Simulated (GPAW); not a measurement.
Input of a GPAW 26.7.0 run:

Contents of run.py:

```python
import numpy as np
from ase import Atoms
from ase.dft.bandgap import bandgap
from ase.io import write
from ase.units import GPa
from gpaw import GPAW, PW
from gpaw.spinorbit import soc_eigenstates

atoms = Atoms(['Te', 'Cd'],
              cell=[[0.0, 3.205, 3.205],
                    [3.205, 0.0, 3.205],
                    [3.205, 3.205, 0.0]],
              scaled_positions=[[0.75, 0.75, 0.75],
                                [0.0, 0.0, 0.0]],
              pbc=True)

calc = GPAW(mode=PW(600),
            xc='MGGA_X_MS2+GGA_C_REGTPSS',
            kpts={'size': (6, 6, 6), 'gamma': True},
            occupations={'name': 'fermi-dirac', 'width': 0.05},
            nbands=18,
            convergence={'density': 1e-05, 'energy': 1e-05},
            maxiter=150,
            txt='gpaw.txt')
atoms.calc = calc
energy = atoms.get_potential_energy()
forces = atoms.get_forces()
stress = atoms.get_stress()
calc.write('gs.gpw')
write('result.traj', atoms)
print(f'Energy: {energy:.6f} eV')
print('Forces (eV/A):')
print(forces.round(4))
print('Stress (GPa):', (stress / GPa).round(3))
print('Fermi level:', round(calc.get_fermi_level(), 4), 'eV')
print(f'Gap: {bandgap(calc)[0]:.4f} eV, direct: {bandgap(calc, direct=True)[0]:.4f} eV')

path = atoms.cell.bandpath('GXWKGLUWLK,UX', npoints=60, eps=1e-4)
bs_calc = calc.fixed_density(kpts=path, symmetry='off', nbands=31,
                             convergence={'bands': 'CBM+6.0', 'eigenstates': 1e-6}, txt='bands.txt')
bs = bs_calc.band_structure()
bs.write('bs.json')
print(f'Gap on the path: {bandgap(bs_calc)[0]:.4f} eV')

soc = soc_eigenstates(bs_calc, theta=90, phi=45, ignore_xc_potential=True)
np.savetxt('soc_bands.dat', soc.eigenvalues(), fmt='%.4f')
mesh = soc_eigenstates('gs.gpw', theta=90, phi=45, ignore_xc_potential=True)
np.savetxt('soc_mesh.dat', mesh.eigenvalues(), fmt='%.4f')
print('Fermi level with spin-orbit coupling:', round(mesh.fermi_level, 4), 'eV')
```

Potentials or basis: GPAW PAW data sets (gpaw-data 1.2.1), pw.

The run is started by

```bash
$ OMP_NUM_THREADS=1 python run.py
```

Problem. Predict the pressure.

Solution. 1.8 GPa.

Problem. Estimate the band gap along the path.

Solution. 0.82 eV, direct.

Levels at the corners of the path, in eV from the valence-band top:
```
point  band 14  band 15  band 16  band 17  band 18  band 19  band 20  band 21  band 22  band 23
    Γ    -0.92     0.00     0.00     0.00     0.00     0.82     0.82     4.09     4.09     4.46
    X    -4.80    -2.52    -2.52    -2.15    -2.15     2.23     2.23     2.47     2.47     8.62
    W    -4.52    -3.13    -2.65    -2.64    -2.62     4.00     4.36     4.45     4.46     5.31
    K    -4.56    -3.26    -2.95    -1.98    -1.94     2.63     2.65     4.26     4.46     7.13
    Γ    -0.92     0.00     0.00     0.00     0.00     0.82     0.82     4.09     4.09     4.46
    L    -4.98    -1.44    -1.44    -0.87    -0.87     1.72     1.72     4.86     4.86     5.01
    U    -4.56    -3.26    -2.95    -1.98    -1.94     2.63     2.65     4.26     4.46     7.13
    W    -4.52    -3.13    -2.65    -2.64    -2.62     4.00     4.36     4.45     4.46     5.31
    L    -4.98    -1.44    -1.44    -0.87    -0.87     1.72     1.72     4.86     4.86     5.01
    K    -4.56    -3.26    -2.95    -1.98    -1.94     2.63     2.65     4.26     4.46     7.13
    U    -4.56    -3.26    -2.95    -1.98    -1.94     2.63     2.65     4.26     4.46     7.13
    X    -4.80    -2.52    -2.52    -2.15    -2.15     2.23     2.23     2.47     2.47     8.62
```

Caveat: spin-orbit coupling was added after a scalar SCF, so levels and gaps hold it while energy, forces, pressure and moments don't; this program's spin-orbit splittings come out too wide for heavy elements; the PAW data sets were made with another functional, which shifts forces and pressure a little.

**What was measured.**

A printed reference work, data compilation reports, for a bulk crystal of CdTe at 0 K: band gap 1.607 eV.

Measured gap of CdTe: 1.607 eV (0 K; a printed reference work, data compilation). This calculation gives 0.82 eV (-0.79 eV). The value is that of MS2, without temperature or zero-point motion.
